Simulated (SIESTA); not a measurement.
The system is KTaO3.

```xyz
5
Lattice="3.9883 0.0000 0.0000 0.0000 3.9883 0.0000 0.0000 0.0000 3.9883" Properties=species:S:1:pos:R:3 pbc="T T T"
Ta    0.0000    0.0000    0.0000
K     1.9942    1.9942    1.9942
O     0.0000    0.0000    1.9942
O     0.0000    1.9942    0.0000
O     1.9942    0.0000    0.0000
```

Base run:

* Program: SIESTA 5.4.2
* Functional: PBE
* Potentials or basis: PseudoDojo 0.4 standard (PBE files)
* Basis: DZP (energy shift 0.003 Ry; two zetas on semicore shells; d shell added on K)
* Grid cutoff: 800 Ry
* Energy shift: 0.003 Ry
* k mesh: 7 × 7 × 7
* Occupations: fermi-dirac, width 0.05 eV
* Spin: no spin polarisation

Its results: band gap on the k mesh 2.02 eV, indirect (least direct gap 2.53 eV); pressure 8.0 GPa.

Task: The run is repeated on the same cell with these changes: functional from PBE to LDA; potentials or basis from PseudoDojo 0.4 standard (PBE files) to PseudoDojo 0.4 standard (LDA files). What comes out?

Result: Band gap on the k mesh 1.89 eV, indirect (least direct gap 2.42 eV); pressure -3.8 GPa.

Caveats: short orbitals over semicore shells can move pressures by several GPa; spin-orbit coupling is left out, which moves the levels of the heavy elements; the basis of atomic orbitals isn't converged, which shifts pressures, moduli and gaps.

A k mesh can miss the band edges.
